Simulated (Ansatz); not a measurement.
An Ansatz (an electronic-structure program) input (Ansatz, r2SCAN, PAW, cutoff 500 eV, spin-orbit coupling left out, earlier PAW set):

Ansatz 0.2 input:
```yaml
crystal:
  lattice:
    - [7.0960890144, 0, 0]
    - [-3.5480445072, 6.145393354, 0]
    - [3.5480445072, 6.145393354, 5.7237502048]
  atoms:
    - { symbol: In, position: [0.3318938825, 0.1647093807, 0.0000604666] }
    - { symbol: In, position: [0.3482408057, 0.6723017617, -0.0053679703] }
    - { symbol: In, position: [0.8298147273, 0.1663403397, 0.005195313] }
    - { symbol: In, position: [0.8230691069, 0.6588915073, 0.0058003244] }
    - { symbol: In, position: [0.6666656393, 0.8342760363, 0.4981463535] }
    - { symbol: In, position: [0.6700234193, 0.3408531045, 0.496905963] }
    - { symbol: In, position: [0.1678258783, 0.840280416, 0.5015901844] }
    - { symbol: In, position: [0.1673796465, 0.3329533658, 0.4999297876] }
    - { symbol: In, position: [0.7015702239, 0.5357158887, 0.6262738] }
    - { symbol: N, position: [0.7047476038, 0.0388887915, 0.6270848448] }
    - { symbol: N, position: [0.2088223983, 0.542887552, 0.6265824274] }
    - { symbol: N, position: [0.2081251692, 0.0406728503, 0.6229555258] }
    - { symbol: N, position: [0.0409553316, 0.2080604397, 0.1232152062] }
    - { symbol: N, position: [0.0511414872, 0.7187371503, 0.1154805581] }
    - { symbol: N, position: [0.545631658, 0.2105313201, 0.1233765223] }
    - { symbol: N, position: [0.554427893, 0.71711199, 0.1150109113] }
basis: { ecutwfc: 500, ecutrho_ratio: 4, xc_grid: 4, fft_grid_basis: typed }
kpoints: { mp_grid: { grid: [6, 6, 6] } }
hamiltonian:
  xc: r2scan
  dispersion: none
  pseudopotentials: { azcp: { folder: ./paw }, kind: paw }
scf: { occupations: { method: fermi_dirac, width: 0.05 }, convergence: { dr2_threshold: 0.0000000016 } }
relax: { f_tol: 0.02, max_steps: 45 }
output: { forces: true, stress: true }
checkpoint: { write: state.ck, write_every: 1000 }
```

Question: Which symmetry and how many k-points will the program report, and about how many plane waves at Γ?

Answer: Space group P1 (ITA 1) with 1 operations, k-points 112 of 216, and 6339 plane waves at Γ.

Question: And the final pressure?

Answer: 14.58 GPa (compression positive).

The cell is small, so the values are those of an ordered compound at a high defect concentration; dilute-limit values will differ. The mesh was chosen for an insulator and is coarse for the gapless case. All final runs are without spin polarisation. The cell was made from InN in the wurtzite structure (space group P6_3mc, No. 186) by this change: In on a N site (antisite). The defect cell is not spin-polarised.
